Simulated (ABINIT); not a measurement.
# CoO (Fm-3m) in ABINIT: equation of state

Aim: energy against volume of CoO in PBEsol, for its equilibrium volume and stiffness.

All numbers are computed with ABINIT 10.8.3 (patched build); they aren't measurements. Logs are shortened: lines on timing, memory, paths and dates and some standing lists are left out, and cuts for length are marked. The log counts tension as positive stress, the text compression.

**1. Starting point**

The structure is cubic, space group Fm-3m (No. 225). Conventional cell: a = 4.263 Å, b = 4.263 Å, c = 4.263 Å, α = 90.00°, β = 90.00°, γ = 90.00°. Co (site symmetry m-3m) has 6 O at 2.13 Å as nearest neighbours. Around O (site symmetry m-3m) lie 6 Co at 2.13 Å.

**2. Equation of state, PBEsol, collinear spin, ferromagnetic start**

Contents of run.abi:

```
ndtset 7
scalecart1 3*0.9795861087
scalecart2 3*0.9864848297
scalecart3 3*0.9932883884
scalecart4 3*1.0000000000
scalecart5 3*1.0066227096
scalecart6 3*1.0131594038
scalecart7 3*1.0196128224

pp_dirpath "./"
pseudos "Co.upf, O.upf"

acell 3.0143962082 3.0143962082 3.0143962082 Angstrom
rprim
     0.0000000000     0.7071067812     0.7071067812
     0.7071067812     0.0000000000     0.7071067812
     0.7071067812     0.7071067812     0.0000000000
ntypat 2
znucl 27 8
natom 2
typat 1 2
xred
     0.0000000000     0.0000000000     0.0000000000
     0.5000000000     0.5000000000     0.5000000000

ecut 48.0

kptopt 1
ngkpt 11 11 11
nshiftk 1
shiftk 0.0 0.0 0.0

ixc -116133

nband 16
occopt 3
tsmear 0.00183747

nsppol 2
spinat
     0.0000000000     0.0000000000     2.0000000000
     0.0000000000     0.0000000000     0.0000000000

nstep 100
tolvrs 1.0e-10

iomode 3
prtwf 0
prtden 0
prteig 0
prtebands 0
```

Potentials or basis: PseudoDojo NC SR PBEsol v0.4.1 standard.

Command:

```bash
$ mpirun --bind-to none -np 4 abinit run.abi > log 2>&1
```

run.abo:

```text
.Version 10.8.3 of ABINIT
 DATASET    1 : space group Fm -3 m (#225); Bravais cF (face-center cubic)
================================================================================
 Values of the parameters that define the memory need for DATASET  1.
     intxc =       0    ionmov =       0      iscf =       7    lmnmax =       6
     lnmax =       6     mgfft =      36  mpssoang =       3    mqgrid =    3001
     natom =       2  nloc_mem =       1    nspden =       2   nspinor =       1
    nsppol =       2      nsym =      48    n1xccc =    2501    ntypat =       2
    occopt =       3   xclevel =       2
       mpw =        1972          nfft =       46656          nkpt =          56
================================================================================
================================================================================
[... 61 lines left out ...]
 DATASET    7 : space group Fm -3 m (#225); Bravais cF (face-center cubic)
================================================================================
 Values of the parameters that define the memory need for DATASET  7.
     intxc =       0    ionmov =       0      iscf =       7    lmnmax =       6
     lnmax =       6     mgfft =      40  mpssoang =       3    mqgrid =    3001
     natom =       2  nloc_mem =       1    nspden =       2   nspinor =       1
    nsppol =       2      nsym =      48    n1xccc =    2501    ntypat =       2
    occopt =       3   xclevel =       2
       mpw =        2215          nfft =       64000          nkpt =          56
================================================================================
================================================================================

--------------------------------------------------------------------------------
------------- Echo of variables that govern the present computation ------------
--------------------------------------------------------------------------------
 -outvars: echo values of preprocessed input variables --------
            acell      5.6963832685E+00  5.6963832685E+00  5.6963832685E+00 Bohr
              amu      5.89332000E+01  1.59994000E+01
             ecut      4.80000000E+01 Hartree
                       outvar_i_n : Printing only first  50 k-points.
              ixc     -116133
           jdtset        1    2    3    4    5    6    7
                       outvar_i_n : Printing only first  50 k-points.
         kptrlatt       11    0    0      0   11    0      0    0   11
          kptrlen1     6.13810771E+01
          kptrlen2     6.18133525E+01
          kptrlen3     6.22396649E+01
          kptrlen4     6.26602160E+01
          kptrlen5     6.30751964E+01
          kptrlen6     6.34847870E+01
          kptrlen7     6.38891596E+01
            natom           2
            nband          16
           ndtset           7
            ngfft1         36      36      36
            ngfft2         36      36      36
            ngfft3         36      36      36
            ngfft4         36      36      36
[... 269 lines left out ...]
12 -116133 2 -1 936                           pspcod,pspxc,lmax,lloc,mmax
     nproj     2     2     1

   5.75511396E+02                                ecore*ucvol(ha*bohr**3)
--------------------------------------------------------------------------------

================================================================================

--- !BeginCycle
iteration_state: {dtset: 1, }
solver: {iscf: 7, nstep: 100, nline: 4, wfoptalg: 0, }
tolerances: {tolvrs: 1.00E-10, }
...
[... 998 lines left out ...]
 getcut: wavevector=  0.0000  0.0000  0.0000  ngfft=  40  40  40
         ecut(hartree)=     48.000   => boxcut(ratio)=   2.20821

 getcut : COMMENT -
  Note that boxcut > 2.2 ; recall that boxcut=Gcut(box)/Gcut(sphere) = 2
  is sufficient for exact treatment of convolution.
  Such a large boxcut is a waste : you could raise ecut
  e.g. ecut=   58.514131 Hartrees makes boxcut=2

--------------------------------------------------------------------------------

================================================================================

--- !BeginCycle
iteration_state: {dtset: 7, }
solver: {iscf: 7, nstep: 100, nline: 4, wfoptalg: 0, }
tolerances: {tolvrs: 1.00E-10, }
...
[... 134 lines left out ...]
-Cartesian components of stress tensor (GPa)         [Pressure= -1.9280E+01 GPa]
- sigma(1 1)=  1.92797786E+01  sigma(3 2)=  0.00000000E+00
- sigma(2 2)=  1.92797786E+01  sigma(3 1)=  0.00000000E+00
- sigma(3 3)=  1.92797786E+01  sigma(2 1)=  0.00000000E+00

== END DATASET(S) ==============================================================
================================================================================

 -outvars: echo values of variables after computation  --------
            acell      5.6963832685E+00  5.6963832685E+00  5.6963832685E+00 Bohr
           etotal1    -1.6927060474E+02
           etotal2    -1.6927038545E+02
           etotal3    -1.6926984737E+02
           etotal4    -1.6926901008E+02
           etotal5    -1.6926789278E+02
           etotal6    -1.6926652010E+02
           etotal7    -1.6926491819E+02
            fcart1    -0.0000000000E+00 -0.0000000000E+00 -0.0000000000E+00
                      -0.0000000000E+00 -0.0000000000E+00 -0.0000000000E+00
            fcart2    -0.0000000000E+00 -0.0000000000E+00 -0.0000000000E+00
                      -0.0000000000E+00 -0.0000000000E+00 -0.0000000000E+00
            fcart3    -0.0000000000E+00 -0.0000000000E+00 -0.0000000000E+00
                      -0.0000000000E+00 -0.0000000000E+00 -0.0000000000E+00
            fcart4    -0.0000000000E+00 -0.0000000000E+00 -0.0000000000E+00
                      -0.0000000000E+00 -0.0000000000E+00 -0.0000000000E+00
            fcart5    -0.0000000000E+00 -0.0000000000E+00 -0.0000000000E+00
                      -0.0000000000E+00 -0.0000000000E+00 -0.0000000000E+00
[... 38 lines left out ...]
                       0.0000000000E+00  0.0000000000E+00  0.0000000000E+00
           xangst1     0.0000000000E+00  0.0000000000E+00  0.0000000000E+00
                       2.0879877907E+00  2.0879877907E+00  2.0879877907E+00
           xangst2     0.0000000000E+00  0.0000000000E+00  0.0000000000E+00
                       2.1026924145E+00  2.1026924145E+00  2.1026924145E+00
           xangst3     0.0000000000E+00  0.0000000000E+00  0.0000000000E+00
                       2.1171941999E+00  2.1171941999E+00  2.1171941999E+00
           xangst4     0.0000000000E+00  0.0000000000E+00  0.0000000000E+00
                       2.1315000000E+00  2.1315000000E+00  2.1315000000E+00
           xangst5     0.0000000000E+00  0.0000000000E+00  0.0000000000E+00
                       2.1456163056E+00  2.1456163056E+00  2.1456163056E+00
           xangst6     0.0000000000E+00  0.0000000000E+00  0.0000000000E+00
                       2.1595492692E+00  2.1595492692E+00  2.1595492692E+00
           xangst7     0.0000000000E+00  0.0000000000E+00  0.0000000000E+00
                       2.1733047310E+00  2.1733047310E+00  2.1733047310E+00
             xred      0.0000000000E+00  0.0000000000E+00  0.0000000000E+00
                       5.0000000000E-01  5.0000000000E-01  5.0000000000E-01
 Calculation completed.
```

It took 5.7 min on 4 MPI ranks of Intel Xeon Platinum 8488C (Sapphire Rapids), shared host; peak memory 0.52 GiB.

What came out:

| Property | Result |
| --- | --- |
| Equilibrium volume | 9.08 Å³/atom (rough: see the caveat) |
| Bulk modulus | 187 GPa (rough) |

Energy against volume, from the lowest point:
| volume (Å³/atom) | energy (meV/atom) |
| --- | --- |
| 9.103 | 0.00 |
| 9.297 | 2.98 |
| 9.490 | 10.30 |
| 9.684 | 21.70 |
| 9.878 | 36.90 |
| 10.071 | 55.57 |
| 10.265 | 77.37 |

Caveat: pressures at fixed basis lie under the slope of the energies; the fit is doubtful: noisy points or a state that changes with volume; the minimum lies outside the volumes run.
